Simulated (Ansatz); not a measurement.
Consider the silylene loss: `N=C(N)O[SiH3]` → `N=C(N)O` + `[SiH2]`.

Isolated molecules relaxed with PBE0-D4/def2-TZVP in Ansatz; ΔE leaves out vibrations. CCSD(T)/CBS is the MP2 limit (def2-TZVPP, def2-QZVPP) plus CCSD(T) − MP2 in def2-TZVPP, frozen cores. This one scheme is used for every species. One conformer a species, not always the lowest.

```tsv
species	HF/def2-SVP energy (Eh)
`N=C(N)O[SiH3]`	-513.82657
`N=C(N)O`	-223.79029
`[SiH2]`	-289.92508
```

Problem. Work out ΔE.

Solution. ΔE = (-223.79029) + (-289.92508) − (-513.82657) = 0.11120 Eh = +292.0 kJ/mol. CCSD(T)/CBS gives +316.7 kJ/mol.

Largest T1 diagnostic among the species: 0.014.

From BLYP to BHLYP (50 % exact exchange), in def2-TZVPP and without D4, ΔE moves by +31.9 kJ/mol. At CCSD(T), def2-SVP lies −24.9 kJ/mol from the extrapolated value and def2-TZVPP −6.7 kJ/mol.
